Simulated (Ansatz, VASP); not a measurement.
Two plane-wave programs on C

```
C
1.0
     2.10039    0.00000    0.00000
    -1.05019    1.81899    0.00000
     0.00000    0.00000    3.40263
C
2
Direct
  0.21333 0.60667 0.16000
  0.78667 0.39333 0.84000
```

Change from the starting cell: shortest bond scaled by 0.64, PAW files.

Alike in both runs: task electric field gradients; functional PBE; k mesh 16 × 16 × 9; occupations fermi-dirac, width 0.05 eV; no spin polarisation.

|  | VASP | Ansatz |
| --- | --- | --- |
| version | VASP 6.6.1 | Ansatz 0.2.0 |
| potentials or method | VASP PAW PBE potentials, release 64 (C) | PAW with Ansatz's default frozen-core files, scalar-relativistic |
| plane-wave cutoff (eV) | 520 | 420 |
| valence electrons in the cell | 8 | 8 |

Ansatz gave:

```
pressure (GPa)                                                 : 65.6
largest component of the traceless stress (GPa)                : 29.30
rms of the force components (eV/Å)                             : 1.631
Vzz of the field gradient on the site that differs most (V/Å²) : -62.4
```

Q: Estimate VASP's values.

A: Pressure (GPa): 66.3; largest component of the traceless stress (GPa): 29.84; rms of the force components (eV/Å): 1.688; Vzz of the field gradient on the site that differs most (V/Å²): -69.4.

Atom by atom the forces differ by 0.056 eV/Å (rms over components). With one functional, cell and mesh, what is left measures potentials, basis and numerics.

Caveats: the cell as given lies far from equilibrium; so large a pressure means that the cell lies far from this level's equilibrium, or that cutoff or potentials fall short (VASP); forces of over 1 eV/Å show positions far from the minimum, so gaps and moduli don't describe the material at rest.
